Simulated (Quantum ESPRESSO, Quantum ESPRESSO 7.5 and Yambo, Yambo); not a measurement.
**Beyond one shot: AgBr (Fm-3m)**

How far does self-consistency move the gap of AgBr (Fm-3m)?

Calculated with Quantum ESPRESSO 7.5 and Yambo 5.3.0; PBE and many-body steps on it, plane waves.

Report form: the programs' logs are mostly left out.

The database entry behind the starting cell differs from later determinations by our own check (about 0.6 % short of the room-temperature cell), so it need not match the best structure at ambient conditions.

### 1. The starting structure

Symmetry: Fm-3m, No. 225, cubic system. The conventional cell has a = 5.740 Å, b = 5.740 Å, c = 5.740 Å, α = 90.00°, β = 90.00°, γ = 90.00°. Nearest to Ag lie 6 Br at 2.87 Å. Nearest to Br lie 6 Ag at 2.87 Å. Farther neighbours and most contacts between anions are not listed.

As a file:

```cif
data_structure
_symmetry_space_group_name_H-M 'Fm-3m'
_symmetry_Int_Tables_number 225
_cell_length_a 5.7403
_cell_length_b 5.7403
_cell_length_c 5.7403
_cell_angle_alpha 90.000
_cell_angle_beta 90.000
_cell_angle_gamma 90.000
_cell_volume 189.15
loop_
_atom_site_label
_atom_site_type_symbol
_atom_site_symmetry_multiplicity
_atom_site_Wyckoff_symbol
_atom_site_fract_x
_atom_site_fract_y
_atom_site_fract_z
_atom_site_occupancy
Ag1 Ag 4 a 0.00000 0.00000 0.00000 1
Br1 Br 4 b 0.50000 0.00000 0.00000 1
```

The cell and positions come from the Crystallography Open Database and are kept as given unless a step says otherwise.

### 2. Empty states on the mesh, 4×4×4 mesh, 125 bands

This step: Quantum ESPRESSO 7.5; DFT, PBE, plane waves, norm-conserving pseudopotentials.

The sums over transitions need many empty states on a uniform mesh; this step solves for them.

pw.in reads:

```
&control
  calculation = 'nscf'
  prefix = 'x'
  outdir = 'o'
  pseudo_dir = 'pseudo'
/
&system
  ibrav = 0
  nat = 2
  ntyp = 2
  ecutwfc = 76.0
  nbnd = 125
  force_symmorphic = .true.
/
&electrons
  conv_thr = 1e-9
  electron_maxstep = 80
  diago_full_acc = .true.
  diago_thr_init = 5e-6
/
ATOMIC_SPECIES
  Ag 107.87 Ag.upf
  Br 79.904 Br.upf
CELL_PARAMETERS angstrom
  -0.0000000000 2.8701500000 2.8701500000
  2.8701500000 0.0000000000 2.8701500000
  2.8701500000 2.8701500000 0.0000000000
ATOMIC_POSITIONS crystal
  Ag 0.0000000000 0.0000000000 0.0000000000
  Br 0.5000000000 0.5000000000 0.5000000000
K_POINTS automatic
  4 4 4 0 0 0
```

The run is started by

```sh
OMP_NUM_THREADS=1 mpirun -n 4 pw.x -nk 4 -in pw.in > pw.out
```

Elapsed: 6.8 s, on 4 MPI ranks of Arm Neoverse V2, shared host; peak memory 0.35 GiB; 27 s of CPU time.

Numbers from this step:

```yaml
gap: 0.6724 eV
k_of_the_valence_top: 0, 0, -0.5
k_of_the_conduction_bottom: 0, 0, 0
least_direct_gap: 2.604 eV
k_points_computed: 8
lowest_point_of_the_top_converged_band_above_the_valence_top: 90.1828 eV
```

On this mesh the gap is 0.672 eV.

The density comes from a self-consistent run that is not shown.

### 3. Conversion and set-up

This step: Yambo 5.3.0; conversion and set-up on PBE, plane waves, norm-conserving pseudopotentials.

The states are converted to the many-body program's format and the q mesh is built.

The run is started by

```sh
(cd o/x.save; p2y > p2y.log; mv SAVE ../..); yambo > setup.log
```

Run time: 2.2 s. Hardware: 1 MPI rank; peak memory 0.25 GiB.

### 4. G0W0

G0W0 replaces the xc potential by the self-energy, built once from these orbitals. Only a window of levels is corrected, while the sums run over the empty bands that the input names.

This step: G0W0 on PBE, plane waves, norm-conserving pseudopotentials.

gw1.in reads:

```
HF_and_locXC
gw0
dyson
ppa
em1d
rim_cut
RandQpts= 1000000
RandGvec= 1 RL
EXXRLvcs= 76 Ry
VXCRLvcs= 304 Ry
Chimod= "HARTREE"
% BndsRnXp
 1 | 125 |
%
NGsBlkXp= 14.5 Ry
% LongDrXp
 1 | 1 | 1 |
%
% GbndRnge
 1 | 125 |
%
DysSolver= "n"
ExtendOut
PPAPntXp= 27.21138 eV
% QPkrange
 1 | 8 | 11 | 22 |
%
```

The run is started by

```sh
OMP_NUM_THREADS=1 mpirun -n 4 yambo -F gw1.in -J gw1 -C gw1 > gw1.log
```

It took 11 min on 4 MPI ranks; peak memory 1.9 GiB; 42 min of CPU time.

This step gave:

```
G0W0 gap on the mesh                         : 2.026 eV
starting gap on the mesh                     : 0.6724 eV
k of the valence top                         : 0, 0, -0.5
k of the conduction bottom                   : 0, 0, 0
least direct G0W0 gap on the computed points : 4.493 eV
Z at the valence top                         : 0.8027
Z at the conduction bottom                   : 0.8284
```

The gap on the mesh goes from 0.67 eV to 2.03 eV, a correction of +1.35 eV.

### 5. evGW0, cycle 1

This step: evGW0 on PBE, plane waves, norm-conserving pseudopotentials.

gw2.in, as its differences from gw1.in of step 4:

```diff
@@ -27 +27,2 @@
 %
+GfnQPdb= "E < ./gw1/ndb.QP"
```

The run is started by

```sh
OMP_NUM_THREADS=1 mpirun -n 4 yambo -F gw2.in -J gw2,gw1_W -C gw2 > gw2.log
```

Run time: 9.4 min. Hardware: 4 MPI ranks; peak memory 1.8 GiB.

Numbers from this step:

```
quasiparticle gap on the mesh                         : 2.174 eV
gap of the density functional on the mesh             : 0.6724 eV
k of the valence top                                  : 0, 0, -0.5
k of the conduction bottom                            : 0, 0, 0
least direct quasiparticle gap on the computed points : 4.665 eV
Z at the valence top                                  : 0.8050
Z at the conduction bottom                            : 0.8403
```

Against G0W0 in Yambo (4×4×4 mesh, 125 bands, screening to 197.3 eV, Godby-Needs plasmon pole), the gap moves by +0.148 eV.

The program's own table gives 2.390 eV, which is too large where the input levels are shifted: this version takes Σc at the unshifted level E₀, yet steps from the shifted one. The value above is the Newton step from E₀, E₀ + Z(Σc + Σx − Vxc), rebuilt from the printed columns.

### 6. evGW0, cycle 2

The corrected levels of the last cycle go back in.

gw3.in, as its differences from gw2.in of step 5:

```diff
@@ -27,2 +27,2 @@
 %
-GfnQPdb= "E < ./gw1/ndb.QP"
+GfnQPdb= "E < ./gw2_fix/ndb.QP"
```

The run is started by

```sh
OMP_NUM_THREADS=1 mpirun -n 4 yambo -F gw3.in -J gw3,gw1_W -C gw3 > gw3.log
```

Elapsed: 9.5 min, on 4 MPI ranks; peak memory 1.8 GiB; 38 min of CPU time.

This step gave:

```yaml
quasiparticle_gap_on_the_mesh: 2.192 eV
gap_of_the_density_functional_on_the_mesh: 0.6724 eV
k_of_the_valence_top: 0, 0, -0.5
k_of_the_conduction_bottom: 0, 0, 0
least_direct_quasiparticle_gap_on_the_computed_points: 4.687 eV
```

Against the cycle before, the gap moves by +0.018 eV.

The program's own table gives 2.430 eV, which is too large where the input levels are shifted: this version takes Σc at the unshifted level E₀, yet steps from the shifted one. The value above is the Newton step from E₀, E₀ + Z(Σc + Σx − Vxc), rebuilt from the printed columns.

### 7. evGW0, cycle 3

gw4.in, as its differences from gw3.in of step 6:

```diff
@@ -27,2 +27,2 @@
 %
-GfnQPdb= "E < ./gw2_fix/ndb.QP"
+GfnQPdb= "E < ./gw3_fix/ndb.QP"
```

The run is started by

```sh
OMP_NUM_THREADS=1 mpirun -n 4 yambo -F gw4.in -J gw4,gw1_W -C gw4 > gw4.log
```

It took 9.4 min on 4 MPI ranks; peak memory 1.8 GiB.

This step gave:

- quasiparticle gap on the mesh: 2.194 eV
- gap of the density functional on the mesh: 0.6724 eV
- k of the valence top: 0, 0, -0.5
- k of the conduction bottom: 0, 0, 0
- least direct quasiparticle gap on the computed points: 4.690 eV

Against the cycle before, the gap moves by +0.002 eV.

The program's own table gives 2.434 eV, which is too large where the input levels are shifted: this version takes Σc at the unshifted level E₀, yet steps from the shifted one. The value above is the Newton step from E₀, E₀ + Z(Σc + Σx − Vxc), rebuilt from the printed columns.

### 8. evGW, cycle 1

This step: evGW on PBE, plane waves, norm-conserving pseudopotentials.

gw5.in, as its differences from gw4.in of step 7:

```diff
@@ -27,2 +27,3 @@
 %
-GfnQPdb= "E < ./gw3_fix/ndb.QP"
+GfnQPdb= "E < ./gw1/ndb.QP"
+XfnQPdb= "E < ./gw1/ndb.QP"
```

The run is started by

```sh
OMP_NUM_THREADS=1 mpirun -n 4 yambo -F gw5.in -J gw5 -C gw5 > gw5.log
```

Elapsed: 11 min, on 4 MPI ranks; peak memory 1.9 GiB; 42 min of CPU time.

Numbers from this step:

```
quasiparticle gap on the mesh                         : 2.433 eV
gap of the density functional on the mesh             : 0.6724 eV
k of the valence top                                  : 0, 0, -0.5
k of the conduction bottom                            : 0, 0, 0
least direct quasiparticle gap on the computed points : 4.931 eV
```

Against G0W0 in Yambo (4×4×4 mesh, 125 bands, screening to 197.3 eV, Godby-Needs plasmon pole), the gap moves by +0.408 eV.

The program's own table gives 2.631 eV, which is too large where the input levels are shifted: this version takes Σc at the unshifted level E₀, yet steps from the shifted one. The value above is the Newton step from E₀, E₀ + Z(Σc + Σx − Vxc), rebuilt from the printed columns.

### 9. evGW, cycle 2

gw6.in, as its differences from gw5.in of step 8:

```diff
@@ -27,3 +27,3 @@
 %
-GfnQPdb= "E < ./gw1/ndb.QP"
-XfnQPdb= "E < ./gw1/ndb.QP"
+GfnQPdb= "E < ./gw5_fix/ndb.QP"
+XfnQPdb= "E < ./gw5_fix/ndb.QP"
```

The run is started by

```sh
OMP_NUM_THREADS=1 mpirun -n 4 yambo -F gw6.in -J gw6 -C gw6 > gw6.log
```

Wall time 11 min (4 MPI ranks); peak memory 1.9 GiB; 43 min of CPU time.

Numbers from this step:

* quasiparticle gap on the mesh: 2.565 eV
* gap of the density functional on the mesh: 0.6724 eV
* k of the valence top: 0, 0, -0.5
* k of the conduction bottom: 0, 0, 0
* least direct quasiparticle gap on the computed points: 5.061 eV

Against the cycle before, the gap moves by +0.132 eV.

The program's own table gives 2.809 eV, which is too large where the input levels are shifted: this version takes Σc at the unshifted level E₀, yet steps from the shifted one. The value above is the Newton step from E₀, E₀ + Z(Σc + Σx − Vxc), rebuilt from the printed columns.

### 10. evGW, cycle 3

gw7.in, as its differences from gw6.in of step 9:

```diff
@@ -27,3 +27,3 @@
 %
-GfnQPdb= "E < ./gw5_fix/ndb.QP"
-XfnQPdb= "E < ./gw5_fix/ndb.QP"
+GfnQPdb= "E < ./gw6_fix/ndb.QP"
+XfnQPdb= "E < ./gw6_fix/ndb.QP"
```

The run is started by

```sh
OMP_NUM_THREADS=1 mpirun -n 4 yambo -F gw7.in -J gw7 -C gw7 > gw7.log
```

Elapsed: 10 min, on 4 MPI ranks; peak memory 1.9 GiB.

This step gave:

```yaml
quasiparticle_gap_on_the_mesh: 2.607 eV
gap_of_the_density_functional_on_the_mesh: 0.6724 eV
k_of_the_valence_top: 0, 0, -0.5
k_of_the_conduction_bottom: 0, 0, 0
least_direct_quasiparticle_gap_on_the_computed_points: 5.101 eV
```

Against the cycle before, the gap moves by +0.042 eV.

The program's own table gives 2.865 eV, which is too large where the input levels are shifted: this version takes Σc at the unshifted level E₀, yet steps from the shifted one. The value above is the Newton step from E₀, E₀ + Z(Σc + Σx − Vxc), rebuilt from the printed columns.

### 11. evGW, cycle 4

gw8.in, as its differences from gw7.in of step 10:

```diff
@@ -27,3 +27,3 @@
 %
-GfnQPdb= "E < ./gw6_fix/ndb.QP"
-XfnQPdb= "E < ./gw6_fix/ndb.QP"
+GfnQPdb= "E < ./gw7_fix/ndb.QP"
+XfnQPdb= "E < ./gw7_fix/ndb.QP"
```

The run is started by

```sh
OMP_NUM_THREADS=1 mpirun -n 4 yambo -F gw8.in -J gw8 -C gw8 > gw8.log
```

It took 10 min on 4 MPI ranks; peak memory 1.9 GiB; 42 min of CPU time.

Numbers from this step:

| Item | Value |
| --- | --- |
| quasiparticle gap on the mesh | 2.621 eV |
| gap of the density functional on the mesh | 0.6724 eV |
| k of the valence top | 0, 0, -0.5 |
| k of the conduction bottom | 0, 0, 0 |
| least direct quasiparticle gap on the computed points | 5.118 eV |

Against the cycle before, the gap moves by +0.014 eV.

The program's own table gives 2.884 eV, which is too large where the input levels are shifted: this version takes Σc at the unshifted level E₀, yet steps from the shifted one. The value above is the Newton step from E₀, E₀ + Z(Σc + Σx − Vxc), rebuilt from the printed columns.

### 12. evGW, cycle 5

gw9.in, as its differences from gw8.in of step 11:

```diff
@@ -27,3 +27,3 @@
 %
-GfnQPdb= "E < ./gw7_fix/ndb.QP"
-XfnQPdb= "E < ./gw7_fix/ndb.QP"
+GfnQPdb= "E < ./gw8_fix/ndb.QP"
+XfnQPdb= "E < ./gw8_fix/ndb.QP"
```

The run is started by

```sh
OMP_NUM_THREADS=1 mpirun -n 4 yambo -F gw9.in -J gw9 -C gw9 > gw9.log
```

Wall time 10 min (4 MPI ranks); peak memory 1.9 GiB.

This step gave:

```yaml
quasiparticle_gap_on_the_mesh: 2.625 eV
gap_of_the_density_functional_on_the_mesh: 0.6724 eV
k_of_the_valence_top: 0, 0, -0.5
k_of_the_conduction_bottom: 0, 0, 0
least_direct_quasiparticle_gap_on_the_computed_points: 5.120 eV
```

Against the cycle before, the gap moves by +0.004 eV.

The program's own table gives 2.889 eV, which is too large where the input levels are shifted: this version takes Σc at the unshifted level E₀, yet steps from the shifted one. The value above is the Newton step from E₀, E₀ + Z(Σc + Σx − Vxc), rebuilt from the printed columns.

### 13. The runs together

Times are wall times on 4 MPI ranks of Arm Neoverse V2, shared host, good to a factor of about two.

| run | mesh | bands | screening cutoff (eV) | DFT gap (eV) | gap on the mesh (eV) | direct (eV) | time |
| --- | --- | --- | --- | --- | --- | --- | --- |
| G0W0 | 4×4×4 | 125 | 197.3 | 0.672 | 2.026 | 4.493 | 11 min |
| evGW0, cycle 1 | 4×4×4 | 125 | 197.3 | 0.672 | 2.174 | 4.665 | 9.4 min |
| evGW0, cycle 2 | 4×4×4 | 125 | 197.3 | 0.672 | 2.192 | 4.687 | 9.5 min |
| evGW0, cycle 3 | 4×4×4 | 125 | 197.3 | 0.672 | 2.194 | 4.690 | 9.4 min |
| evGW, cycle 1 | 4×4×4 | 125 | 197.3 | 0.672 | 2.433 | 4.931 | 11 min |
| evGW, cycle 2 | 4×4×4 | 125 | 197.3 | 0.672 | 2.565 | 5.061 | 11 min |
| evGW, cycle 3 | 4×4×4 | 125 | 197.3 | 0.672 | 2.607 | 5.101 | 10 min |
| evGW, cycle 4 | 4×4×4 | 125 | 197.3 | 0.672 | 2.621 | 5.118 | 10 min |
| evGW, cycle 5 | 4×4×4 | 125 | 197.3 | 0.672 | 2.625 | 5.120 | 10 min |

### 14. Summary of results

```
G0W0           : 2.026 eV
evGW0, cycle 1 : 2.174 eV
evGW0, cycle 2 : 2.192 eV
evGW0, cycle 3 : 2.194 eV
evGW, cycle 1  : 2.433 eV
evGW, cycle 2  : 2.565 eV
evGW, cycle 3  : 2.607 eV
evGW, cycle 4  : 2.621 eV
evGW, cycle 5  : 2.625 eV
known limits   : not at the basis limit; d shell near the gap, gap tends to lie low; no spin-orbit coupling; coarse k mesh
```

In words: evGW0 ends at 2.19 eV, +0.17 eV from G0W0, after 3 cycles that took 28 min beside the first screening; the last moved the gap by 0.002 eV. evGW ends at 2.63 eV, +0.60 eV from G0W0, after 5 cycles that took 52 min beside the first screening; the last moved the gap by 0.004 eV. Bands and cutoff are finite, so the gap is not at the basis limit. The miss can reach some tenths of an eV and take either sign; the mesh is an error of its own. The 4×4×4 mesh is coarse for this cell, which bears on the long-range parts of exchange and screening. A d shell, filled or nearly so, lies near the gap. One-shot GW converges very slowly in bands there, not always from below, and on a semilocal start the gap tends to come out low; starts rich in exact exchange can overshoot instead. The many-body steps are scalar-relativistic: spin-orbit coupling is not in them.

[Paths, hosts, dates, memory and timing lines, banners, echoed tables and standing remarks are left out of the program output.]

[Logs are printed without paths, hosts, clocks, repeated set-up lines and the standing remarks that a program may print on its own settings, such as how far it seeks lower states.]

[Runs of the session that timed out or met a known fault of the program may be left out.]

[Hosts, paths, dates, database ids (printed as entryN), source tags and the programs' standing remarks are cut or masked in the printed files.]
